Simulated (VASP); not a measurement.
# B (R-3m) in VASP: settings compared

The runs below take B through electric field gradients, with PBE, LDA.

Everything below comes from runs of VASP 6.6.1. Logs are shortened: lines on timing, memory, paths and dates and some standing lists are left out, and cuts for length are marked.

### Step 1. Starting point

Symmetry: R-3m, No. 166, trigonal system. Conventional cell: a = 4.918 Å, b = 4.918 Å, c = 12.581 Å, α = 90.00°, β = 90.00°, γ = 120.00°. B (site symmetry m) is surrounded by 6 B at 1.67 to 1.81 Å. B (site symmetry m) has 7 B at 1.79 to 2.01 Å as nearest neighbours.

### Step 2. Electric field gradients, PBE

File INCAR:

```
  PREC = Accurate
  ENCUT = 520
  EDIFF = 1E-8
  ISMEAR = -1
  SIGMA = 0.05
  LREAL = F
  LASPH = T
  NELM = 60
  ALGO = Fast
  ISIF = 2
  LWAVE = F
  LCHARG = F
  GGA = PE
  LEFG = T
  NBANDS = 30
```

File KPOINTS:

```
regular mesh
0
Gamma
  8 8 8
```

File POSCAR:

```
B
1.0
    2.4589507939      1.4196759028      4.1935000000
   -2.4589507939      1.4196759028      4.1935000000
    0.0000000000     -2.8393518055      4.1935000000
B
12
Direct
    0.0101900000      0.6536100000      0.0101900000
    0.0101900000      0.0101900000      0.6536100000
    0.6536100000      0.0101900000      0.0101900000
    0.9898100000      0.3463900000      0.9898100000
    0.3463900000      0.9898100000      0.9898100000
    0.9898100000      0.9898100000      0.3463900000
    0.2211800000      0.6306000000      0.2211800000
    0.2211800000      0.2211800000      0.6306000000
    0.6306000000      0.2211800000      0.2211800000
    0.7788200000      0.3694000000      0.7788200000
    0.3694000000      0.7788200000      0.7788200000
    0.7788200000      0.7788200000      0.3694000000
```

Potentials or basis: VASP PAW PBE potentials, release 64 (B).

Started as:

```console
$ cat potpaw_PBE.64/B/POTCAR > POTCAR
$ mpirun -np 1 vasp_std > vasp.out
```

OUTCAR:

```text
PREC = Accurate
   ENCUT = 520
   EDIFF = 1E-8
   ISMEAR = -1
   LREAL = F
   LASPH = T
   NELM = 60
   ISIF = 2
   GGA = PE

 ion  position               nearest neighbor table
   1  0.010  0.654  0.010-   4 1.67   2 1.75   3 1.75   7 1.80  12 1.81  11 1.81
   2  0.010  0.010  0.654-   6 1.67   3 1.75   1 1.75   8 1.80  10 1.81  11 1.81
   3  0.654  0.010  0.010-   5 1.67   2 1.75   1 1.75   9 1.80  12 1.81  10 1.81
   4  0.990  0.346  0.990-   1 1.67   6 1.75   5 1.75  10 1.80   8 1.81   9 1.81
   5  0.346  0.990  0.990-   3 1.67   6 1.75   4 1.75  11 1.80   8 1.81   7 1.81
   6  0.990  0.990  0.346-   2 1.67   4 1.75   5 1.75  12 1.80   9 1.81   7 1.81
   7  0.221  0.631  0.221-  11 1.79  12 1.79   1 1.80   5 1.81   6 1.81   8 2.01   9 2.01
   8  0.221  0.221  0.631-  10 1.79  11 1.79   2 1.80   4 1.81   5 1.81   7 2.01   9 2.01
   9  0.631  0.221  0.221-  10 1.79  12 1.79   3 1.80   4 1.81   6 1.81   8 2.01   7 2.01
  10  0.779  0.369  0.779-   9 1.79   8 1.79   4 1.80   3 1.81   2 1.81  12 2.01  11 2.01
  11  0.369  0.779  0.779-   7 1.79   8 1.79   5 1.80   1 1.81   2 1.81  12 2.01  10 2.01
  12  0.779  0.779  0.369-   7 1.79   9 1.79   6 1.80   3 1.81   1 1.81  10 2.01  11 2.01

  LATTYP: Found a trigonal (rhomboedric) cell.
 ALAT       =     5.0643223560
 COS(alpha) =     0.5284942553

  Lattice vectors:

 A1 = (   2.4589507939,   1.4196759028,   4.1935000000)
 A2 = (  -2.4589507939,   1.4196759028,   4.1935000000)
 A3 = (   0.0000000000,  -2.8393518055,   4.1935000000)

Analysis of symmetry for initial positions (statically):
=====================================================================
 Subroutine PRICEL returns:
 Original cell was already a primitive cell.

 Routine SETGRP: Setting up the symmetry group for a
 trigonal (rhombohedral) supercell.

 Subroutine GETGRP returns: Found 12 space group operations
 (whereof 12 operations were pure point group operations)
 out of a pool of 12 trial point group operations.

The static configuration has the point symmetry D_3d.

Analysis of symmetry for dynamics (positions and initial velocities):
=====================================================================
 Subroutine PRICEL returns:
 Original cell was already a primitive cell.

 Routine SETGRP: Setting up the symmetry group for a
 trigonal (rhombohedral) supercell.

 Subroutine GETGRP returns: Found 12 space group operations
 (whereof 12 operations were pure point group operations)
 out of a pool of 12 trial point group operations.

The dynamic configuration has the point symmetry D_3d.

 Subroutine INISYM returns: Found 12 space group operations
[... 985 lines left out ...]
     0.000000000 -2.839351806  4.193500000     0.000000000 -0.234795373  0.079488097

 POSITION                                       TOTAL-FORCE (eV/Angst)
 -----------------------------------------------------------------------------------
     -1.58214      0.91345      2.82638        -0.092263      0.053268      0.121952
      0.00000     -1.82690      2.82638         0.000000     -0.106537      0.121952
      1.58214      0.91345      2.82638         0.092263      0.053268      0.121952
      1.58214     -0.91345      9.75412         0.092263     -0.053268     -0.121952
     -1.58214     -0.91345      9.75412        -0.092263     -0.053268     -0.121952
      0.00000      1.82690      9.75412         0.000000      0.106537     -0.121952
     -1.00674      0.58124      4.49946        -0.080833      0.046669     -0.042149
      0.00000     -1.16249      4.49946         0.000000     -0.093338     -0.042149
      1.00674      0.58124      4.49946         0.080833      0.046669     -0.042149
      1.00674     -0.58124      8.08104         0.080833     -0.046669      0.042149
     -1.00674     -0.58124      8.08104        -0.080833     -0.046669      0.042149
      0.00000      1.16249      8.08104         0.000000      0.093338      0.042149
 -----------------------------------------------------------------------------------
    total drift:                               -0.000000      0.000000     -0.000000

  FREE ENERGIE OF THE ION-ELECTRON SYSTEM (eV)
  ---------------------------------------------------
  free  energy   TOTEN  =       -80.4504307679 eV

  energy  without entropy=      -80.4504307492  energy(sigma->0) =      -80.45043076

 Electric field gradients (V/A^2)
---------------------------------------------------------------------
 ion       V_xx      V_yy      V_zz      V_xy      V_xz      V_yz
---------------------------------------------------------------------
   1       1.298     7.163    -8.462     5.079     9.820    -5.670
   2      10.095    -1.634    -8.462    -0.000     0.000    11.339
   3       1.298     7.163    -8.462    -5.079    -9.820    -5.670
   4       1.298     7.163    -8.462     5.079     9.820    -5.670
   5       1.298     7.163    -8.462    -5.079    -9.820    -5.670
   6      10.095    -1.634    -8.462     0.000    -0.000    11.339
   7       5.217     0.093    -5.310    -4.437     2.410    -1.391
   8      -2.469     7.779    -5.310    -0.000    -0.000     2.783
   9       5.217     0.093    -5.310     4.437    -2.410    -1.391
  10       5.217     0.093    -5.310    -4.437     2.410    -1.391
  11       5.217     0.093    -5.310     4.437    -2.410    -1.391
  12      -2.469     7.779    -5.310    -0.000     0.000     2.783
---------------------------------------------------------------------

 Electric field gradients after diagonalization (V/A^2)
 (convention: |V_zz| > |V_xx| > |V_yy|)
----------------------------------------------------------------------
 ion       V_xx      V_yy      V_zz     asymmetry (V_yy - V_xx)/ V_zz
----------------------------------------------------------------------
   1      10.095     6.794   -16.890       0.195
   2      10.095     6.794   -16.890       0.195
   3      10.095     6.794   -16.890       0.195
   4      10.095     6.794   -16.890       0.195
   5      10.095     6.794   -16.890       0.195
   6      10.095     6.794   -16.890       0.195
   7      -5.877    -2.469     8.346       0.408
   8      -5.877    -2.469     8.346       0.408
   9      -5.877    -2.469     8.346       0.408
  10      -5.877    -2.469     8.346       0.408
  11      -5.877    -2.469     8.346       0.408
  12      -5.877    -2.469     8.346       0.408
----------------------------------------------------------------------

           NMR quadrupolar parameters

 Cq : quadrupolar parameter    Cq=e*Q*V_zz/h
 eta: asymmetry parameters     (V_yy - V_xx)/ V_zz
 Q  : nuclear electric quadrupole moment in mb (millibarn)
----------------------------------------------------------------------
 ion       Cq(MHz)       eta       Q (mb)
----------------------------------------------------------------------
   1      -0.041       0.195       1.000
   2      -0.041       0.195       1.000
   3      -0.041       0.195       1.000
   4      -0.041       0.195       1.000
   5      -0.041       0.195       1.000
   6      -0.041       0.195       1.000
   7       0.020       0.408       1.000
   8       0.020       0.408       1.000
   9       0.020       0.408       1.000
  10       0.020       0.408       1.000
  11       0.020       0.408       1.000
  12       0.020       0.408       1.000
----------------------------------------------------------------------
```

It took 3.5 min on 1 thread of Intel Xeon Platinum 8375C at 2.90GHz (Ice Lake), shared host; peak memory 0.29 GiB.

Results:

| Item | Value |
| --- | --- |
| Free energy | -80.4504 eV |
| Pressure | -2.5 GPa |
| Largest force | 0.162 eV/Å |
| Band gap on the k mesh | 1.44 eV, indirect (least direct gap 1.84 eV) |

Forces on the atoms (eV/Å):
```
B   -0.092  0.053  0.122
B    0.000 -0.107  0.122
B    0.092  0.053  0.122
B    0.092 -0.053 -0.122
B   -0.092 -0.053 -0.122
B    0.000  0.107 -0.122
B   -0.081  0.047 -0.042
B    0.000 -0.093 -0.042
B    0.081  0.047 -0.042
B    0.081 -0.047  0.042
B   -0.081 -0.047  0.042
B    0.000  0.093  0.042
```

Levels at points of the mesh, in eV from the valence-band top:
```csv
k point,band 16,band 17,band 18,band 19,band 20,band 21
"(0.00, 0.00, 0.00)",-0.87,-0.87,-0.36,1.50,4.48,4.48
"(0.50, 0.00, 0.00)",-1.93,-1.69,-0.63,1.92,3.14,3.60
"(0.50, 0.50, 0.00)",-2.59,-2.09,-1.93,1.44,2.63,2.77
"(0.50, 0.50, 0.50)",-1.85,-1.85,0.00,2.60,2.75,2.75
```

Electric field gradients, principal values (V/Å²):
| atom | Vxx | Vyy | Vzz |
| --- | --- | --- | --- |
| 1 B | 6.794 | 10.095 | -16.890 |
| 2 B | 6.794 | 10.095 | -16.890 |
| 3 B | 6.794 | 10.095 | -16.890 |
| 4 B | 6.794 | 10.095 | -16.890 |
| 5 B | 6.794 | 10.095 | -16.890 |
| 6 B | 6.794 | 10.095 | -16.890 |
| 7 B | -2.469 | -5.877 | 8.346 |
| 8 B | -2.469 | -5.877 | 8.346 |
| 9 B | -2.469 | -5.877 | 8.346 |
| 10 B | -2.469 | -5.877 | 8.346 |
| 11 B | -2.469 | -5.877 | 8.346 |
| 12 B | -2.469 | -5.877 | 8.346 |

### Step 3. Electric field gradients, LDA

File INCAR:

```
PREC = Accurate
ENCUT = 520
EDIFF = 1E-8
ISMEAR = -1
SIGMA = 0.05
LREAL = F
LASPH = T
NELM = 60
ALGO = Normal
ISIF = 2
LWAVE = F
LCHARG = F
LEFG = T
NBANDS = 30
```

File KPOINTS:

```
Automatic mesh
0
Gamma
  8 8 8
```

File POSCAR:

```
B
1.0
    2.4589507939      1.4196759028      4.1935000000
   -2.4589507939      1.4196759028      4.1935000000
    0.0000000000     -2.8393518055      4.1935000000
B
12
Direct
    0.0100635870      0.6543543564      0.0100635870
    0.0100635870      0.0100635870      0.6543543564
    0.6543543564      0.0100635870      0.0100635870
    0.9899364130      0.3456456436      0.9899364130
    0.3456456436      0.9899364130      0.9899364130
    0.9899364130      0.9899364130      0.3456456436
    0.2206211981      0.6312311688      0.2206211981
    0.2206211981      0.2206211981      0.6312311688
    0.6312311688      0.2206211981      0.2206211981
    0.7793788019      0.3687688312      0.7793788019
    0.3687688312      0.7793788019      0.7793788019
    0.7793788019      0.7793788019      0.3687688312
```

Potentials or basis: VASP PAW LDA potentials, release 64 (B).

Started as:

```console
$ cat potpaw_LDA.64/B/POTCAR > POTCAR
$ mpirun -np 1 vasp_std > vasp.out
```

OUTCAR:

```text
PREC = Accurate
   ENCUT = 520
   EDIFF = 1E-8
   ISMEAR = -1
   LREAL = F
   LASPH = T
   NELM = 60
   ISIF = 2

 ion  position               nearest neighbor table
   1  0.010  0.654  0.010-   4 1.68   2 1.75   3 1.75   7 1.80  12 1.80  11 1.80
   2  0.010  0.010  0.654-   6 1.68   3 1.75   1 1.75   8 1.80  10 1.80  11 1.80
   3  0.654  0.010  0.010-   5 1.68   2 1.75   1 1.75   9 1.80  12 1.80  10 1.80
   4  0.990  0.346  0.990-   1 1.68   6 1.75   5 1.75  10 1.80   8 1.80   9 1.80
   5  0.346  0.990  0.990-   3 1.68   6 1.75   4 1.75  11 1.80   8 1.80   7 1.80
   6  0.990  0.990  0.346-   2 1.68   4 1.75   5 1.75  12 1.80   9 1.80   7 1.80
   7  0.221  0.631  0.221-  11 1.78  12 1.78   1 1.80   5 1.80   6 1.80   8 2.02   9 2.02
   8  0.221  0.221  0.631-  10 1.78  11 1.78   2 1.80   4 1.80   5 1.80   7 2.02   9 2.02
   9  0.631  0.221  0.221-  10 1.78  12 1.78   3 1.80   4 1.80   6 1.80   8 2.02   7 2.02
  10  0.779  0.369  0.779-   9 1.78   8 1.78   4 1.80   3 1.80   2 1.80  12 2.02  11 2.02
  11  0.369  0.779  0.779-   7 1.78   8 1.78   5 1.80   1 1.80   2 1.80  12 2.02  10 2.02
  12  0.779  0.779  0.369-   7 1.78   9 1.78   6 1.80   3 1.80   1 1.80  10 2.02  11 2.02

  LATTYP: Found a trigonal (rhomboedric) cell.
 ALAT       =     5.0643223560
 COS(alpha) =     0.5284942553

  Lattice vectors:

 A1 = (   2.4589507939,   1.4196759028,   4.1935000000)
 A2 = (  -2.4589507939,   1.4196759028,   4.1935000000)
 A3 = (   0.0000000000,  -2.8393518055,   4.1935000000)

Analysis of symmetry for initial positions (statically):
[... 1047 lines left out ...]
   7       5.218    -0.030    -5.188    -4.546     2.398    -1.384
   8      -2.655     7.843    -5.188     0.000    -0.000     2.768
   9       5.218    -0.030    -5.188     4.546    -2.398    -1.384
  10       5.218    -0.030    -5.188    -4.546     2.398    -1.384
  11       5.218    -0.030    -5.188     4.546    -2.398    -1.384
  12      -2.655     7.843    -5.188    -0.000     0.000     2.768
---------------------------------------------------------------------

 Electric field gradients after diagonalization (V/A^2)
 (convention: |V_zz| > |V_xx| > |V_yy|)
----------------------------------------------------------------------
 ion       V_xx      V_yy      V_zz     asymmetry (V_yy - V_xx)/ V_zz
----------------------------------------------------------------------
   1      10.110     6.760   -16.869       0.199
   2      10.110     6.760   -16.869       0.199
   3      10.110     6.760   -16.869       0.199
   4      10.110     6.760   -16.869       0.199
   5      10.110     6.760   -16.869       0.199
   6      10.110     6.760   -16.869       0.199
   7      -5.752    -2.655     8.407       0.368
   8      -5.752    -2.655     8.407       0.368
   9      -5.752    -2.655     8.407       0.368
  10      -5.752    -2.655     8.407       0.368
  11      -5.752    -2.655     8.407       0.368
  12      -5.752    -2.655     8.407       0.368
----------------------------------------------------------------------

           NMR quadrupolar parameters

 Cq : quadrupolar parameter    Cq=e*Q*V_zz/h
 eta: asymmetry parameters     (V_yy - V_xx)/ V_zz
 Q  : nuclear electric quadrupole moment in mb (millibarn)
----------------------------------------------------------------------
 ion       Cq(MHz)       eta       Q (mb)
----------------------------------------------------------------------
   1      -0.041       0.199       1.000
   2      -0.041       0.199       1.000
   3      -0.041       0.199       1.000
   4      -0.041       0.199       1.000
   5      -0.041       0.199       1.000
   6      -0.041       0.199       1.000
   7       0.020       0.368       1.000
   8       0.020       0.368       1.000
   9       0.020       0.368       1.000
  10       0.020       0.368       1.000
  11       0.020       0.368       1.000
  12       0.020       0.368       1.000
----------------------------------------------------------------------
```

OSZICAR:

```text
N       E                     dE             d eps       ncg     rms          rms(c)
DAV:   1     0.648262837866E+02    0.64826E+02   -0.16685E+04  3900   0.110E+03
DAV:   2    -0.888252310494E+02   -0.15365E+03   -0.14577E+03  4852   0.217E+02
DAV:   3    -0.945756961419E+02   -0.57505E+01   -0.57007E+01  5248   0.377E+01
DAV:   4    -0.946183788518E+02   -0.42683E-01   -0.42633E-01  5160   0.340E+00
DAV:   5    -0.946188312029E+02   -0.45235E-03   -0.45227E-03  5090   0.339E-01    0.103E+01
DAV:   6    -0.904611506076E+02    0.41577E+01   -0.48380E+00  4528   0.109E+01    0.543E+00
DAV:   7    -0.895375855923E+02    0.92357E+00   -0.23599E+00  4702   0.729E+00    0.171E+00
DAV:   8    -0.894916575456E+02    0.45928E-01   -0.29477E-01  4820   0.279E+00    0.441E-01
DAV:   9    -0.894902268523E+02    0.14307E-02   -0.29265E-02  4708   0.919E-01    0.160E-01
DAV:  10    -0.894896804661E+02    0.54639E-03   -0.40627E-03  4718   0.353E-01    0.454E-02
DAV:  11    -0.894896654031E+02    0.15063E-04   -0.21891E-04  4964   0.809E-02    0.176E-02
DAV:  12    -0.894896377209E+02    0.27682E-04   -0.68795E-05  4878   0.446E-02    0.475E-03
DAV:  13    -0.894896389890E+02   -0.12681E-05   -0.96915E-06  5054   0.151E-02    0.212E-03
DAV:  14    -0.894896388524E+02    0.13663E-06   -0.74998E-07  4820   0.424E-03    0.824E-04
DAV:  15    -0.894896388303E+02    0.22107E-07   -0.10608E-07  4696   0.177E-03    0.273E-04
DAV:  16    -0.894896388303E+02   -0.15916E-10   -0.92271E-09  3138   0.496E-04
   1 F= -.89489639E+02 E0= -.89489639E+02  d E =-.874487E-08
```

It took 2.8 min on 1 thread of Intel Xeon Platinum 8375C at 2.90GHz (Ice Lake), shared host; peak memory 0.25 GiB.

What came out:

| Property | Result |
| --- | --- |
| Free energy | -89.4896 eV |
| Pressure | -10.0 GPa |
| Largest force | 0.175 eV/Å |
| Band gap on the k mesh | 1.51 eV, indirect (least direct gap 1.85 eV) |

Forces in eV/Å, atoms in the order of the input:
```
B   -0.110  0.064  0.120
B    0.000 -0.127  0.120
B    0.110  0.064  0.120
B    0.110 -0.064 -0.120
B   -0.110 -0.064 -0.120
B    0.000  0.127 -0.120
B   -0.143  0.082 -0.054
B    0.000 -0.165 -0.054
B    0.143  0.082 -0.054
B    0.143 -0.082  0.054
B   -0.143 -0.082  0.054
B    0.000  0.165  0.054
```

Electric field gradients, principal values (V/Å²):
| atom | Vxx | Vyy | Vzz |
| --- | --- | --- | --- |
| 1 B | 6.760 | 10.110 | -16.869 |
| 2 B | 6.760 | 10.110 | -16.869 |
| 3 B | 6.760 | 10.110 | -16.869 |
| 4 B | 6.760 | 10.110 | -16.869 |
| 5 B | 6.760 | 10.110 | -16.869 |
| 6 B | 6.760 | 10.110 | -16.869 |
| 7 B | -2.655 | -5.752 | 8.407 |
| 8 B | -2.655 | -5.752 | 8.407 |
| 9 B | -2.655 | -5.752 | 8.407 |
| 10 B | -2.655 | -5.752 | 8.407 |
| 11 B | -2.655 | -5.752 | 8.407 |
| 12 B | -2.655 | -5.752 | 8.407 |

A k mesh can miss the band edges.
